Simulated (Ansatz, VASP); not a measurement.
KF (Carobbiite) in VASP and in Ansatz

```xyz
2
Lattice="0.0000 2.5813 2.5813 2.5813 0.0000 2.5813 2.5813 2.5813 0.0000" Properties=species:S:1:pos:R:3 pbc="T T T"
K     0.0000    0.0000    0.0000
F     2.5813    2.5813    2.5813
```

Alike in both runs: functional LDA; k mesh 8 × 8 × 8; occupations gaussian, width 0.02 eV; no spin polarisation.

Ansatz relaxed the structure, and its values are those at the end. VASP's run is a single point on that final structure, the one shown.

|  | VASP | Ansatz |
| --- | --- | --- |
| version | VASP 6.6.1 | Ansatz 0.2.0 |
| potentials or method | VASP PAW LDA potentials, release 64 (K_sv, F) | scalar-relativistic, plane waves, PAW |
| plane-wave cutoff (eV) | 520 | 420 |
| valence electrons in the cell | 16 | 16 |

|  | VASP | Ansatz | Ansatz less VASP |
| --- | --- | --- | --- |
| gap on the k mesh at the Fermi level (eV) | 6.35 | 6.37 | +0.019 |
| least direct gap on the mesh (eV) | 6.35 | 6.37 | +0.019 |
| pressure (GPa) | 0.2 | 0.0 | -0.25 |

A k mesh can miss the band edges. Expect the measured gap to be larger: semilocal functionals such as LDA lack the derivative discontinuity.
